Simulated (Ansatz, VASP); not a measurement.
KI: VASP beside Ansatz

```
K I
1.0
    -0.04724    3.53249    3.53249
     3.53249   -0.04724    3.53249
     3.53249    3.53249   -0.04724
K I
1 1
Direct
  0.00000 0.00000 0.00000
  0.50000 0.50000 0.50000
```

Change from the starting cell: epitaxial_111 strain +1.0%.

Alike in both runs: task single point; functional r2SCAN; k mesh 6 × 6 × 6; no spin polarisation.

|  | VASP | Ansatz |
| --- | --- | --- |
| version | VASP 6.6.1 | Ansatz 0.2.0 |
| potentials or method | VASP PAW PBE potentials, release 64 (K_sv, I) | plane waves, PAW |
| plane-wave cutoff (eV) | 520 | 500 |
| occupations | gaussian, width 0.01 eV | fixed |
| valence electrons in the cell | 16 | 26 |

```csv
,VASP,Ansatz,Ansatz less VASP
gap on the k mesh at the Fermi level (eV),4.52,4.52,+0.003
pressure (GPa),-0.1,-0.1,0.00
largest component of the traceless stress (GPa),0.05,0.05,0.000
```

The two sets of potentials don't hold the same shells in valence.

Caveats: the PAW data sets were made with another functional, which shifts forces and pressure a little (VASP); spin-orbit coupling is left out, which moves the levels of the heavy elements.
